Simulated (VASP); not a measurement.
Wanted: the native input for a VASP 6.6.1 run.

```
Task                   : single point
Functional             : PBEsol
Potentials or basis    : VASP PAW PBE potentials, release 64 (Nb_sv)
Cutoff                 : 520 eV
k mesh                 : 11 × 11 × 11
Occupations            : fermi-dirac, width 0.05 eV
Spin                   : no spin polarisation
Ladder                 : free
Further INCAR settings : ALGO = Normal; EDIFF = 1e-07; NBANDS = 12
```

The structure of Nb lies in POSCAR:

```
Nb
1.0
   -1.6548140000      1.6618910000      1.6630990000
    1.6118880000     -1.6697760000      1.6280580000
    1.7028480000      1.7178090000     -1.6709840000
Nb
1
Direct
   -0.0028920000     -0.0076530000      0.0052760000
```

The cell isn't the ideal one: cell strained at random at fixed volume.

These files were run (other wordings do the same):

INCAR

```
SYSTEM = Nb
  ALGO = Normal
  EDIFF = 1E-7
  ENCUT = 520
  GGA = PS
  ISIF = 2
  ISMEAR = -1
  LASPH = .True.
  LCHARG = .True.
  LELF = .True.
  LREAL = .False.
  LVHAR = .True.
  LWAVE = .False.
  NBANDS = 12
  NELM = 80
  PREC = Accurate
  SIGMA = 0.05
```

KPOINTS

```
k-points
0
Gamma
  11 11 11
  0 0 0
```

Potentials or basis: VASP PAW PBE potentials, release 64 (Nb_sv).

Command:

```bash
$ cat potpaw_PBE.64/Nb_sv/POTCAR > POTCAR
$ mpirun -np 1 vasp_std > vasp.out
```

It gave:

```yaml
Pressure: -8.2 GPa
Band_gap_on_the_k_mesh: none (metal or under the smearing width)
```

Caveat: the PAW data sets were made with another functional, which shifts forces and pressure a little.

It took 42 s on 1 thread of Intel(R) Xeon(R) 6975P-C (Granite Rapids) (shared host), peak memory 0.25 GiB.
